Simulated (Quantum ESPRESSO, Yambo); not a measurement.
# InP (F-43m): G0W0 with and without spin-orbit coupling, part 2 of 2

Is the spin-orbit change of the gap of InP (F-43m) the same in DFT and in GW?

Quantum ESPRESSO 7.5 and Yambo 5.3.0; PBE and many-body steps on it, plane waves. Known limits of the many-body steps: not at the basis limit; no spin-orbit coupling in some runs; coarse k mesh.

So far. Step 4 (Scalar-relativistic): The gap on the mesh goes from 0.69 eV to 1.38 eV, a correction of +0.70 eV. Step 5 (Empty states on the mesh, 4×4×4 mesh, 396 bands): On this mesh the gap is 0.659 eV.

## 6. Conversion and set-up

This step: Yambo 5.3.0; conversion and set-up on PBE with spin-orbit coupling, plane waves, norm-conserving pseudopotentials.

Launch:

```console
> (cd o/x.save; p2y > p2y.log; mv SAVE ../..); yambo > setup.log
```

Output:

```text
 Yambo, version 5.3.0

 [02] CORE Variables Setup
 =========================

  [02.01] Unit cells
  ==================

  Cell kind             :  FCC
  Atoms in the cell     :  In  P
  number of In atoms    :  1
  number of P  atoms    :  1

  List of atomic masses
  Mass of In    :  114.8200
  Mass of P     :  30.97400

  List of atomic coordinates    : [cc]
  In1       :  0.000000  0.000000  0.000000  order 1
  P1       :  2.772559  2.772559  2.772559  order 2

  Alat factors          :  5.545118  5.545118  5.545118 [a.u.]
  Direct lattice volume :  341.0062 [a.u.]
[...]
==========================================

 IBZ Q-points                                      :   8
 BZ  Q-points                                      :   64

 K/Q-points units:
 rlu = crystal or reduced units; cc = cartesian coordinates; iku = interal k-units

 Q [1]          [rlu]:  0.000000  0.000000  0.000000
 Q [2]          [rlu]:  0.92257E-17  0.92257E-17  0.25000
 Q [3]          [rlu]: -0.18451E-16 -0.18451E-16 -0.50000
[...]
Q [7]          [rlu]:  0.40653E-17 -0.50000     -0.50000
 Q [8]          [rlu]:  0.250000 -0.500000 -0.250000

  [03.01] X indexes
  =================

   [03.01.01] Sigma indexes
   ========================

 [06] Game Over & Game summary
```

Wall time 3.6 s (1 MPI rank of Arm Neoverse V1, shared host); peak memory 0.25 GiB.

## 7. With spin-orbit coupling

This step: G0W0 on PBE with spin-orbit coupling, plane waves, norm-conserving pseudopotentials.

gw4.in reads:

```
HF_and_locXC
gw0
dyson
ppa
em1d
rim_cut
RandQpts= 1000000
RandGvec= 1 RL
EXXRLvcs= 80 Ry
VXCRLvcs= 320 Ry
Chimod= "HARTREE"
% BndsRnXp
 1 | 396 |
%
NGsBlkXp= 17 Ry
% LongDrXp
 1 | 1 | 1 |
%
% GbndRnge
 1 | 396 |
%
DysSolver= "n"
ExtendOut
PPAPntXp= 27.21138 eV
% QPkrange
 1 | 1 | 23 | 30 |
%
```

Launch:

```console
> OMP_NUM_THREADS=2 mpirun -n 2 yambo -F gw4.in -J gw4 -C gw4 > gw4.log
```

Output:

```text
 Yambo, version 5.3.0

 [02] CORE Variables Setup
 =========================

  [... cell, symmetries and grids as in the set-up ...]

  [02.05] Energies & Occupations
  ==============================

  [X] === General ===
  [X] Electronic Temperature                        :  0.000000  0.000000 [eV K]
  [X] Bosonic    Temperature                        :  0.000000  0.000000 [eV K]
  [X] Finite Temperature mode                       : no
  [X] El. density                                   :  0.51453E+24 [cm-3]
  [X] Fermi Level                                   :  8.294647 [eV]

  [X] === Gaps and Widths ===
  [X] Conduction Band Min                           :  0.659272 [eV]
  [X] Valence Band Max                              :  0.000000 [eV]
  [X] Filled Bands                                  :  26
  [X] Empty Bands                                   :    27   396
  [X] Direct Gap                                    :  0.659272 [eV]
  [X] Direct Gap localized at k                     :  1
  [X] Indirect Gap                                  :  0.659272 [eV]
  [X] Indirect Gap between kpts                     :  1  1
  [X] Last valence band width                       :  2.861029 [eV]
  [X] 1st conduction band width                     :  3.600576 [eV]

 [03] Transferred momenta grid and indexing
 ==========================================

 IBZ Q-points                                      :   8
 BZ  Q-points                                      :   64

 K/Q-points units:
 rlu = crystal or reduced units; cc = cartesian coordinates; iku = interal k-units

 Q [1]          [rlu]:  0.000000  0.000000  0.000000
 Q [2]          [rlu]:  0.92257E-17  0.92257E-17  0.25000
 Q [3]          [rlu]: -0.18451E-16 -0.18451E-16 -0.50000
[...]
QP @ state[ 1 ] K range:  1  1
 QP @ state[ 1 ] b range:  23  30

 [xc] Functional : Perdew, Burke & Ernzerhof(X)+Perdew, Burke & Ernzerhof(C)
 [xc] LIBXC used to calculate xc functional
  PP Number of Atomic Species                      :  2
  NLCC RL compoments                               :   33079
  PP Number of Atomic Species                      :  2
  NLCC RL compoments                               :   33079

 [xc] E_xc :  -18.18063 [Ha]
      E_xc :  -36.36127 [Ry]

  Local XC kind (lXC) : Perdew, Burke & Ernzerhof(X)+Perdew, Burke & Ernzerhof(C)
  Non-Local XC kind (nlXC) : Hartree-Fock

  Corrections @ K [1] :  [eV]
 <23|nlXC|23> = -14.64281 -0.45835E-17 <23|lXC|23> = -12.87928  0.70808E-16
 <24|nlXC|24> = -14.64270  0.30742E-17 <24|lXC|24> = -12.87928  0.37763E-15
 <25|nlXC|25> = -14.64280  0.75909E-17 <25|lXC|25> = -12.87928 -0.17702E-15
[...]
<29|nlXC|29> = -6.472313 -0.10329E-17 <29|lXC|29> = -10.85207  0.94410E-16
 <30|nlXC|30> = -6.472313  0.20321E-17 <30|lXC|30> = -10.85207  0.47093E-16

 [08] Dyson equation: Newton solver
 ==================================

  [08.01] G0W0 (W PPA)
  ====================

  [  GW  ] Bands range     :     1   396
  [GW/PPA] G damping       :  0.100000 [eV]

  QP @ state[ 1 ] K range:  1  1
  QP @ state[ 1 ] b range:  23  30

   Sc/G bands                                       :     1   396
   Sc/G damping                                     :  0.100000 ev
   Sc bands terminator                              : no
   Sx RL components                                 :   4279

   QP @ state[ 1 ] K range                          :  1  1
   QP @ state[ 1 ] b range                          :  23  30
   GF energies kind                                 : Perdew, Burke & Ernzerhof(X)+Perdew, Burke & Ernzerhof(C)
   GF WF`s kind                                     : Perdew, Burke & Ernzerhof(X)+Perdew, Burke & Ernzerhof(C)
   Xs energies kind                                 : Perdew, Burke & Ernzerhof(X)+Perdew, Burke & Ernzerhof(C)
   Xs WF`s kind                                     : Perdew, Burke & Ernzerhof(X)+Perdew, Burke & Ernzerhof(C)

 [11] Game Over & Game summary
```

Elapsed: 25 min, on 2 MPI ranks; peak memory 2 GiB; 88 min of CPU time.

Numbers from this step:

```
G0W0 gap on the points computed              : 1.354 eV
starting gap on the mesh                     : 0.6593 eV
k of the valence top                         : 0, 0, 0
k of the conduction bottom                   : 0, 0, 0
least direct G0W0 gap on the computed points : 1.354 eV
Z at the valence top                         : 0.7802
Z at the conduction bottom                   : 0.7936
```

Against G0W0 in Yambo (4×4×4 mesh, 198 bands, screening to 231.3 eV, Godby-Needs plasmon pole), the gap moves by −0.029 eV.

## 8. Side by side

Times are wall times on the hardware named with each run, good to a factor of about two.

```
                     run   mesh  bands  screening cutoff (eV)  DFT gap (eV)  gap on the mesh (eV)  direct (eV)    time
     scalar-relativistic  4×4×4    198                  231.3         0.686                 1.383        1.383   5 min
with spin-orbit coupling  4×4×4    396                  231.3         0.659                 1.354        1.354  25 min
```

## 9. Summary of results

- scalar-relativistic: 1.383 eV
- with spin-orbit coupling: 1.354 eV
- known limits: not at the basis limit; no spin-orbit coupling in some runs; coarse k mesh

**Reading.** With spin-orbit coupling: −0.029 eV against scalar-relativistic, −0.027 eV of it in the start. Bands and cutoff are finite, so the gap is not at the basis limit. The miss can reach some tenths of an eV and take either sign; the mesh is an error of its own. In the G0W0 runs levels were corrected at 1 k point alone, so a gap called «on the mesh» is the least over those, and an edge elsewhere would be missed. The 4×4×4 mesh is coarse for this cell, which bears on the long-range parts of exchange and screening.

[Paths, hosts, dates, memory and timing lines, banners, echoed tables and standing remarks are left out of the program output.]

[Logs are printed without paths, hosts, clocks, repeated set-up lines and the standing remarks that a program may print on its own settings, such as how far it seeks lower states.]

[Runs of the session that timed out or met a known fault of the program may be left out.]

[Hosts, paths, dates, database ids (printed as entryN), source tags and the programs' standing remarks are cut or masked in the printed files.]
